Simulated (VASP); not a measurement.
Wanted: the native input for a VASP 6.6.1 run.

```yaml
Task: relaxation of cell and atoms
Functional: PBE
Potentials_or_basis: VASP PAW PBE potentials, release 64 (Ti, B)
Cutoff: 520 eV
k_mesh: 15 × 15 × 14
Occupations: gaussian, width 0.1 eV
Spin: no spin polarisation
Further_INCAR_settings: ALGO = Normal; EDIFF = 1e-07; IBRION = 2; EDIFFG = -0.002; NSW = 80; ISIF = 3
```

The structure of TiB2 lies in POSCAR:

```
TiB2                                    
1.0
    3.0330107908     -0.0000000000     -0.0000000000
   -1.5165053954      2.6266643917      0.0000000000
    0.0000000000      0.0000000000      3.2259669153
  Ti              B             
     1     2
Direct
     1.0000000000000000    0.0000000000000000    0.0000000000000000
     0.3333333300000021    0.6666666699999979    0.5000000000000000
     0.6666666699999979    0.3333333300000021    0.5000000000000000
```

The input as run:

INCAR

```
ALGO     = Normal         # electronic algorithm
EDIFF    = 1E-7           # SCF threshold, eV
EDIFFG   = -0.002         # ionic threshold
ENCUT    = 520            # plane-wave cutoff, eV
GGA      = PE             # functional
IBRION   = 2              # ionic algorithm
ISIF     = 3              # what is computed and relaxed
ISMEAR   = 0              # smearing method
LASPH    = T              # aspherical terms in the spheres
LCHARG   = F              # write CHGCAR
LREAL    = F              # projectors in reciprocal space
LWAVE    = F              # write WAVECAR
NELM     = 100            # most SCF steps
NSW      = 80             # ionic steps
PREC     = Accurate       # precision mode
SIGMA    = 0.1            # smearing width, eV
```

KPOINTS

```
k-points
0
Gamma
  15 15 14
```

Potentials or basis: VASP PAW PBE potentials, release 64 (Ti, B).

The run is started by

```bash
$ cat potpaw_PBE.64/Ti/POTCAR potpaw_PBE.64/B/POTCAR > POTCAR
$ mpirun -np 1 vasp_std > vasp.out
```

Results of the run:

| Item | Value |
| --- | --- |
| Pressure after relaxing | 0.0 GPa |
| Band gap on the k mesh | none (metal or under the smearing width) |

Caveat: the relaxation stopped at its first step, so nothing moved.

It took 20 s on 1 thread of Intel(R) Xeon(R) Platinum 8488C (Sapphire Rapids), with other jobs on the host, peak memory 0.19 GiB.
